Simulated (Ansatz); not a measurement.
Yb, 2 atoms in the cell. Symmetry: P6_3/mmc, No. 194, hexagonal system. Conventional cell: a = 3.880 Å, b = 3.880 Å, c = 6.386 Å, α = 90.00°, β = 90.00°, γ = 120.00°. Around Yb (site symmetry -6m2) lie 12 Yb at 3.88 to 3.90 Å. This isn't the form of Yb at room conditions, which is fcc.

| Quantity | Value |
| --- | --- |
| Program | Ansatz 0.2.0 |
| Task | projected density of states |
| Functional | LDA |
| Potentials or basis | Ansatz PAW |
| Cutoff | 420 eV (not typed: the program's choice for these potentials) |
| k mesh | 5 × 5 × 3 |
| Occupations | fermi-dirac, width 0.05 eV |
| Spin | collinear spin, ferromagnetic start |
| Starting moments | [1.0, 1.0] μB |

Potentials or basis: Ansatz PAW.

The run is started by

```bash
$ ansatz run input.yaml --threads 2 --pin off --max-ram 5632MiB --backend cpu --events-out ev --progress --plain --runs-dir out
```

Hardware: 2 threads of AMD EPYC 7R43 64-Core Processor (Zen 3) (shared host).

How long does it take, and how much memory?

Wall time 7 s on 2 threads of AMD EPYC 7R43 64-Core Processor (Zen 3), on a shared host, peak memory 0.39 GiB. Counts: scf iterations 14, plane waves 1665, k points 10, bands 30.
